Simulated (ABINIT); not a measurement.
**MgS in ABINIT: the effect of functional**

Crystal: MgS.

```
S Mg
1.0
     0.00000    2.83312    2.83312
     2.83312    0.00000    2.83312
     2.83312    2.83312    0.00000
S Mg
1 1
Direct
  0.25000 0.25000 0.25000
  0.00000 0.00000 0.00000
```

The cell comes from a database or a generator and needn't be the stable form of this composition.

Alike in all runs:

| Quantity | Value |
| --- | --- |
| Program | ABINIT 10.8.3 (patched build) |
| Task | single point |
| Potentials or basis | JTH PAW PBE v2.0 |
| Cutoff | 653 eV |
| k mesh | 8 × 8 × 8 |
| Occupations | fermi-dirac, width 0.05 eV |
| Spin | no spin polarisation |

```csv
functional,gap on the mesh (eV),pressure (GPa)
PBE,3.44,1.0
LDA,3.17,-1.9
PBEsol,3.28,-0.3
RPBE,3.66,2.6
BLYP,3.57,2.6
AM05,?,?
r2SCAN,4.12,0.1
SCAN,4.11,-0.3
revPBE,3.61,2.3
PW91,3.43,0.9
WC,3.27,-0.3
```

**Question.** What does the run with functional AM05 give?

**Answer.** gap on the mesh 3.43 eV; pressure 0.2 GPa.

Caveats: the PAW data sets were made with another functional, which shifts forces and pressure a little (some runs).

A k mesh can miss the band edges.
